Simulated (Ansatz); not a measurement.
Born–Oppenheimer molecular dynamics of a periodic cell of 17 atoms, Si (host Si, host structure diamond, interstitial Si). It starts from a relaxed structure.

Level of theory: Ansatz, DFT PBEsol, scalar-relativistic, plane waves, PAW. Settings: accuracy low, PAW set soft_1, cutoff 420 eV, k mesh 2x2x2, fermi-dirac smearing 0.05 eV, no spin polarisation.

- ensemble: NVT, Langevin thermostat
- time step: 3 fs
- steps asked: 140
- set temperature: 1200 K
- friction: 0.02 /fs
- seed: 257406

Frames 15 fs apart, positions in Å, forces in eV/Å.

Velocities at 210 fs (Å/ps):

```
Si 12.19 -3.42 13.66
Si -5.29 6.98 3.16
Si 6.72 -6.31 -9.13
Si 3.27 3.92 1.82
Si -2.20 -1.22 -0.08
Si -0.11 2.53 3.62
Si -4.38 3.76 12.04
Si -3.93 -2.12 -0.08
Si -9.78 -4.43 -1.77
Si 7.49 -3.77 0.91
Si -16.12 9.26 9.68
Si -5.03 -6.73 0.11
Si -4.16 -3.57 -5.32
Si -0.45 2.63 -8.93
Si -2.09 1.03 -2.01
Si -4.51 0.15 -0.21
Si -7.19 2.99 11.37
```

```xyz
17
Lattice="0.0000 5.4300 5.4300 5.4300 0.0000 5.4300 5.4300 5.4300 0.0000" Properties=species:S:1:pos:R:3:forces:R:3 time_fs=210 energy_less_start_eV=2.700 T=1272
Si 0.063 -0.317 0.108 0.24 0.50 -0.80
Si 1.666 1.027 1.351 -2.92 1.11 -1.11
Si 2.685 2.370 -0.141 -0.01 1.84 0.14
Si 3.673 4.076 1.298 -0.10 0.64 -0.69
Si 2.813 -0.247 2.643 1.63 -0.71 1.69
Si 4.095 1.188 4.074 0.91 -2.54 0.43
Si 4.846 2.686 2.649 1.75 0.62 -0.26
Si 6.704 3.933 4.045 -0.04 -0.36 0.03
Si 0.377 2.766 2.436 -0.02 -0.74 0.97
Si 1.647 4.208 3.864 -0.98 -0.65 0.95
Si 2.647 5.894 2.602 0.71 -1.30 -0.06
Si 4.406 6.998 4.100 0.62 -0.29 -1.49
Si 2.646 2.411 5.176 -1.42 1.69 0.90
Si 4.137 3.784 6.599 -0.82 -0.46 0.34
Si 5.288 5.192 5.240 -0.42 0.66 0.04
Si 6.213 6.844 6.488 0.45 0.34 -0.10
Si 7.657 8.143 7.843 0.41 -0.35 -0.97
17
Lattice="0.0000 5.4300 5.4300 5.4300 0.0000 5.4300 5.4300 5.4300 0.0000" Properties=species:S:1:pos:R:3:forces:R:3 time_fs=225 energy_less_start_eV=3.329 T=1164
Si 0.241 -0.227 0.235 -1.84 -1.39 -1.99
Si 1.489 1.198 1.317 1.33 -0.20 1.23
Si 2.715 2.381 -0.189 -0.09 2.18 0.86
Si 3.723 4.164 1.361 0.11 0.09 -0.34
Si 2.849 -0.249 2.743 -0.22 0.66 -0.73
Si 4.120 1.128 4.179 1.12 -2.13 0.49
Si 4.870 2.734 2.845 0.85 0.51 -1.36
Si 6.632 3.884 4.039 -0.19 0.74 1.47
Si 0.278 2.744 2.430 -0.56 0.97 1.12
Si 1.753 4.091 3.914 -2.14 0.63 -0.26
Si 2.468 5.952 2.697 1.14 -1.94 -0.49
Si 4.369 6.936 4.024 0.15 0.00 -1.68
Si 2.617 2.437 5.146 -0.63 0.12 1.77
Si 4.089 3.842 6.453 -0.88 -0.95 1.56
Si 5.272 5.224 5.178 -0.05 0.45 -0.01
Si 6.215 6.824 6.472 0.64 0.92 0.62
Si 7.645 8.208 7.954 1.26 -0.65 -2.26
17
Lattice="0.0000 5.4300 5.4300 5.4300 0.0000 5.4300 5.4300 5.4300 0.0000" Properties=species:S:1:pos:R:3:forces:R:3 time_fs=240 energy_less_start_eV=3.954 T=1069
Si 0.238 -0.091 0.234 -1.00 -2.78 -0.87
Si 1.372 1.372 1.350 3.09 -0.82 0.50
Si 2.782 2.432 -0.192 -0.15 1.81 1.32
Si 3.760 4.307 1.480 0.54 -0.90 -0.82
Si 2.847 -0.143 2.790 -1.24 -0.50 -1.46
Si 4.188 0.928 4.283 -0.21 1.59 -0.63
Si 4.934 2.842 3.001 -0.63 -1.14 -1.30
Si 6.586 3.827 4.161 1.50 0.88 0.83
Si 0.224 2.857 2.425 -0.87 1.79 1.19
Si 1.757 4.016 3.982 -2.61 2.05 -1.15
Si 2.441 5.882 2.727 0.78 -0.88 -0.45
Si 4.392 6.950 3.888 -1.12 0.47 -1.31
Si 2.595 2.471 5.210 0.90 -2.36 0.96
Si 4.046 3.828 6.346 -0.02 0.53 1.85
Si 5.236 5.360 5.127 -0.18 -1.45 0.03
Si 6.247 6.826 6.381 0.85 1.44 2.10
Si 7.692 8.219 7.893 0.38 0.27 -0.79
17
Lattice="0.0000 5.4300 5.4300 5.4300 0.0000 5.4300 5.4300 5.4300 0.0000" Properties=species:S:1:pos:R:3:forces:R:3 time_fs=255 energy_less_start_eV=3.403 T=1536
Si 0.153 -0.061 0.155 2.17 -2.15 1.80
Si 1.461 1.463 1.397 0.65 -0.88 -0.38
Si 2.859 2.536 -0.132 0.76 0.90 1.12
Si 3.929 4.259 1.568 -0.39 -0.14 -1.92
Si 2.755 -0.025 2.761 -0.70 -1.42 -0.70
Si 4.164 0.844 4.324 -1.69 3.07 -2.44
Si 4.958 2.943 3.062 0.65 -2.01 0.73
Si 6.683 3.869 4.341 0.41 0.94 -0.81
Si 0.177 3.051 2.396 0.21 -0.11 1.02
Si 1.619 4.088 3.986 -0.90 0.03 0.81
Si 2.492 5.779 2.654 0.60 -0.18 -0.35
Si 4.378 6.995 3.765 -1.19 0.01 -0.32
Si 2.618 2.332 5.344 1.33 0.96 -1.83
Si 4.072 3.859 6.348 -1.22 0.40 1.05
Si 5.182 5.426 5.205 0.27 -0.33 -0.89
Si 6.350 6.889 6.405 -0.96 0.02 2.47
Si 7.743 8.207 7.828 0.00 0.86 0.64
17
Lattice="0.0000 5.4300 5.4300 5.4300 0.0000 5.4300 5.4300 5.4300 0.0000" Properties=species:S:1:pos:R:3:forces:R:3 time_fs=270 energy_less_start_eV=2.886 T=1717
Si 0.137 -0.113 0.110 0.94 0.51 0.71
Si 1.573 1.489 1.351 -1.64 0.23 -0.43
Si 2.968 2.707 0.043 1.44 -0.28 -0.43
Si 4.090 4.210 1.520 -0.38 -0.50 -0.48
Si 2.673 0.058 2.678 0.19 -2.01 0.64
Si 4.077 1.012 4.237 1.07 -0.09 -1.54
Si 5.062 2.847 3.118 0.90 -0.45 0.25
Si 6.796 3.964 4.466 -0.64 1.08 -1.57
Si 0.192 3.188 2.430 0.38 -1.82 0.49
Si 1.502 4.194 4.036 1.02 -0.55 0.23
Si 2.627 5.717 2.530 -0.65 -0.75 0.17
Si 4.275 6.946 3.632 -0.62 1.32 0.43
Si 2.713 2.231 5.409 -0.38 3.15 -0.76
Si 4.096 4.031 6.433 -2.48 -1.37 1.39
Si 5.060 5.454 5.199 2.08 1.30 -1.37
Si 6.400 6.924 6.570 -1.47 -0.96 1.10
Si 7.775 8.255 7.818 0.26 1.19 1.17
17
Lattice="0.0000 5.4300 5.4300 5.4300 0.0000 5.4300 5.4300 5.4300 0.0000" Properties=species:S:1:pos:R:3:forces:R:3 time_fs=285 energy_less_start_eV=3.119 T=1587
Si 0.220 -0.166 0.131 -1.21 2.16 0.31
Si 1.532 1.464 1.224 -1.08 0.78 0.62
Si 3.032 2.802 0.160 0.07 -0.91 -1.98
Si 4.263 4.124 1.494 -0.29 -0.36 1.44
Si 2.603 0.024 2.627 -0.33 -0.88 0.72
Si 4.046 1.060 4.050 1.05 -1.60 0.65
Si 5.228 2.692 3.174 0.90 1.35 -1.10
Si 6.822 4.081 4.437 -0.11 0.51 -0.77
Si 0.171 3.188 2.470 0.33 -1.81 -0.05
Si 1.401 4.254 4.081 2.87 -1.74 -1.42
Si 2.768 5.647 2.506 -2.27 -2.06 -0.47
Si 4.152 6.973 3.497 1.21 2.17 2.29
Si 2.805 2.240 5.447 -1.53 2.48 0.22
Si 4.001 4.172 6.632 -0.84 -0.68 -0.52
Si 5.054 5.551 5.178 1.04 0.29 -0.48
Si 6.353 6.772 6.773 0.14 -0.31 0.01
Si 7.741 8.265 7.857 0.04 0.61 0.54
17
Lattice="0.0000 5.4300 5.4300 5.4300 0.0000 5.4300 5.4300 5.4300 0.0000" Properties=species:S:1:pos:R:3:forces:R:3 time_fs=300 energy_less_start_eV=2.950 T=1614
Si 0.268 -0.118 0.176 -2.06 -1.12 -2.17
Si 1.432 1.431 1.071 1.30 2.21 2.38
Si 3.092 2.778 0.112 -1.04 -0.30 -1.68
Si 4.373 3.986 1.532 0.20 0.14 0.71
Si 2.522 -0.112 2.639 -1.26 1.91 0.43
Si 4.121 0.937 3.945 0.23 0.37 1.77
Si 5.470 2.648 3.161 -0.95 0.22 -0.46
Si 6.769 4.248 4.308 1.37 -1.01 0.77
Si 0.180 3.072 2.515 0.12 -0.73 -1.44
Si 1.454 4.173 4.001 1.97 -0.37 0.71
Si 2.807 5.502 2.422 -0.22 -0.80 1.17
Si 4.102 7.170 3.559 0.05 -1.19 1.99
Si 2.715 2.411 5.482 -0.32 0.86 -0.58
Si 3.974 4.322 6.787 1.29 -1.91 -1.66
Si 5.117 5.477 5.135 -0.48 1.48 0.19
Si 6.394 6.584 6.928 -0.53 -0.45 -1.47
Si 7.740 8.197 7.937 0.33 0.70 -0.66
17
Lattice="0.0000 5.4300 5.4300 5.4300 0.0000 5.4300 5.4300 5.4300 0.0000" Properties=species:S:1:pos:R:3:forces:R:3 time_fs=315 energy_less_start_eV=3.476 T=1637
Si 0.240 -0.208 0.059 0.34 -0.43 -0.38
Si 1.449 1.477 1.040 0.39 0.17 1.22
Si 3.143 2.771 -0.024 -2.17 1.84 2.71
Si 4.492 3.900 1.609 -0.65 0.42 -1.27
Si 2.407 -0.122 2.683 1.63 2.44 -1.99
Si 4.247 0.821 4.012 -1.17 1.62 -0.15
Si 5.569 2.693 3.147 -1.39 -0.93 1.11
Si 6.854 4.314 4.291 0.10 -1.96 2.42
Si 0.241 2.990 2.479 -0.13 -0.28 0.05
Si 1.728 4.042 4.011 -1.25 0.56 -0.19
Si 2.831 5.319 2.440 0.64 0.42 0.72
Si 4.029 7.243 3.759 2.33 -2.70 -2.28
Si 2.649 2.635 5.474 1.47 -1.61 0.73
Si 4.039 4.321 6.834 0.31 -1.03 -0.75
Si 5.072 5.446 5.059 -0.13 1.05 0.77
Si 6.402 6.432 7.022 -1.22 -0.98 -1.88
Si 7.735 8.029 7.892 0.89 1.40 -0.84
17
Lattice="0.0000 5.4300 5.4300 5.4300 0.0000 5.4300 5.4300 5.4300 0.0000" Properties=species:S:1:pos:R:3:forces:R:3 time_fs=330 energy_less_start_eV=3.476 T=907
Si 0.275 -0.347 -0.089 1.43 0.92 0.44
Si 1.464 1.549 1.119 0.29 -1.21 -1.43
Si 3.082 2.865 -0.039 -0.34 0.38 1.68
Si 4.594 3.940 1.558 -0.75 -0.43 -1.05
Si 2.314 -0.008 2.574 2.45 -0.03 0.02
Si 4.320 0.871 4.047 -2.38 1.13 -0.61
Si 5.503 2.674 3.180 0.30 -0.10 0.66
Si 6.976 4.339 4.403 -0.87 -0.44 0.16
Si 0.285 2.909 2.399 -1.09 0.84 1.83
Si 1.863 3.960 4.002 -2.53 1.00 -1.71
Si 2.927 5.210 2.468 0.14 1.33 0.17
Si 4.051 7.100 3.769 0.75 -0.23 -1.95
Si 2.674 2.671 5.453 2.33 -3.11 1.81
Si 4.083 4.256 6.788 -0.65 -0.16 -0.06
Si 4.999 5.447 4.999 1.25 -0.34 1.37
Si 6.441 6.288 6.972 -0.88 -0.72 -1.24
Si 7.708 8.001 7.806 0.55 1.16 -0.10
17
Lattice="0.0000 5.4300 5.4300 5.4300 0.0000 5.4300 5.4300 5.4300 0.0000" Properties=species:S:1:pos:R:3:forces:R:3 time_fs=345 energy_less_start_eV=2.167 T=1469
Si 0.405 -0.238 -0.160 -0.39 0.74 0.52
Si 1.386 1.558 1.049 0.31 0.05 -0.60
Si 3.033 2.932 0.050 0.48 -0.87 -0.03
Si 4.599 4.037 1.465 0.13 -0.94 -0.17
Si 2.408 0.127 2.491 1.77 -1.08 1.47
Si 4.267 0.969 4.044 -2.17 -0.43 0.25
Si 5.442 2.648 3.241 1.58 1.62 -1.09
Si 7.004 4.394 4.475 -0.34 0.00 -1.41
Si 0.182 2.887 2.455 -1.05 0.43 0.78
Si 1.751 3.924 3.951 0.09 -0.76 -0.51
Si 2.976 5.269 2.471 -0.97 -0.10 0.21
Si 3.990 6.949 3.702 0.62 1.48 0.24
Si 2.836 2.505 5.484 0.22 -0.87 -0.81
Si 4.005 4.212 6.672 0.01 -0.27 0.70
Si 5.082 5.435 5.065 0.53 0.28 0.57
Si 6.428 6.147 6.892 -0.06 0.22 -0.24
Si 7.718 8.007 7.781 -0.76 0.48 0.13
17
Lattice="0.0000 5.4300 5.4300 5.4300 0.0000 5.4300 5.4300 5.4300 0.0000" Properties=species:S:1:pos:R:3:forces:R:3 time_fs=360 energy_less_start_eV=2.709 T=972
Si 0.468 -0.018 -0.217 -1.31 -1.17 -0.60
Si 1.344 1.655 0.946 0.91 -0.17 1.80
Si 3.080 2.866 0.192 0.62 0.27 -1.73
Si 4.675 4.126 1.407 -0.18 -0.50 -0.07
Si 2.645 0.169 2.568 -1.07 -0.07 -0.39
Si 4.090 1.070 4.064 1.08 -0.98 0.01
Si 5.382 2.688 3.165 1.42 1.20 -0.56
Si 7.071 4.444 4.451 0.84 -1.06 -0.93
Si 0.112 2.808 2.509 -1.00 0.48 -0.15
Si 1.657 3.876 3.897 0.91 -0.41 0.47
Si 2.971 5.293 2.467 -1.13 -2.09 -0.65
Si 3.954 6.845 3.612 1.17 2.28 2.33
Si 2.934 2.339 5.471 -1.85 1.61 0.65
Si 3.967 4.204 6.710 0.87 -1.10 -0.15
Si 5.195 5.419 5.122 -1.13 0.36 -0.24
Si 6.467 6.097 6.852 0.54 1.07 0.24
Si 7.657 8.039 7.834 -0.69 0.29 -0.03
17
Lattice="0.0000 5.4300 5.4300 5.4300 0.0000 5.4300 5.4300 5.4300 0.0000" Properties=species:S:1:pos:R:3:forces:R:3 time_fs=375 energy_less_start_eV=2.791 T=1225
Si 0.459 0.159 -0.339 -0.52 -1.15 0.09
Si 1.362 1.822 0.938 0.20 -1.17 1.66
Si 3.177 2.864 0.202 0.53 0.42 -2.00
Si 4.734 4.180 1.318 -0.06 0.30 -0.57
Si 2.748 0.149 2.575 -1.85 0.02 -1.94
Si 4.028 1.095 4.036 2.11 0.86 0.45
Si 5.413 2.851 3.039 -0.91 -0.15 1.08
Si 7.194 4.451 4.354 -0.07 -0.77 0.18
Si -0.041 2.830 2.491 1.67 -0.69 1.44
Si 1.628 3.862 3.951 0.21 -0.32 -0.05
Si 2.950 5.167 2.423 0.54 -1.05 0.78
Si 3.945 6.838 3.671 -0.03 0.94 1.11
Si 2.893 2.378 5.491 -1.57 1.25 0.97
Si 4.086 4.151 6.786 -0.96 0.34 -1.73
Si 5.224 5.420 5.145 0.12 -0.22 -0.02
Si 6.611 6.101 6.888 -0.65 1.47 -1.09
Si 7.539 8.104 7.931 1.24 -0.09 -0.37
```

Of the whole run (420 fs, mean temperature of the second half 1293 K): A run of 0.42 ps of so small a system gives no equilibrium averages. Limits of this set-up: coarse k mesh, PAW files made for another functional, a small cell, in which the defect meets its images, low accuracy level.

Run time: 12 min on 1 thread of Arm Neoverse V2, on a shared host, peak memory 0.64 GiB.
